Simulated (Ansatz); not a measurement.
The calculation used DFT PBE, scalar-relativistic, plane waves, PAW in Ansatz 0.2.0. Settings: cutoff 420 eV, Γ-centred meshes spaced at most about 0.3 Å⁻¹, and about 0.25 Å⁻¹ or finer for metals (2π included), Gaussian smearing. No spin polarisation in the final relaxations.

These are static total energies at zero pressure.

Two relaxed structures of P:

A.

```yaml
crystal:
  lattice:
    - [3.80430, 0.00000, 0.00000]
    - [-1.90215, 3.29462, 0.00000]
    - [0.00000, 0.00000, 5.91575]
  atoms:
    - { symbol: P, position: [0.00000, 0.00000, 0.68710] }
    - { symbol: P, position: [0.00000, 0.00000, 0.31290] }
    - { symbol: P, position: [0.66667, 0.33333, 0.50000] }
```

B.

```yaml
crystal:
  lattice:
    - [1.25303, -2.40150, 0.00000]
    - [1.25303, 2.40150, 0.00000]
    - [0.00000, 0.00000, 2.45604]
  atoms:
    - { symbol: P, position: [0.00000, 0.00000, 0.00000] }
```

**Question.** Which is lower in energy, and by how much?

**Answer.** B is lower, by 204 meV/atom. A has space group P-6m2 (No. 187), 24.7 Å³/atom and no gap on its mesh; B has space group Cmmm (No. 65), 14.8 Å³/atom and no gap. Counting all near atoms (those within 1.25 times the shortest such distance or 1.15 times the sum of covalent radii, 1.27 where that leaves under three; a plus sign parts nearer from farther groups; a slash parts the counts of unlike sites), A has P 1+3/6 and B has P 8. Both come from invented guesses. A third cell relaxed alike, in R-3m, lies 0.39 eV/atom below the lower of the two. The part of the Crystallography Open Database at hand lists P in space groups No. 2, 13, 64, 123; no cell shown has one of them.

No dispersion correction is applied, so the spacing and binding between layers, chains or molecules are poorly described (P-6m2), and this can change margins and order among such cells. Cells relaxed within their symmetry can be saddle points.
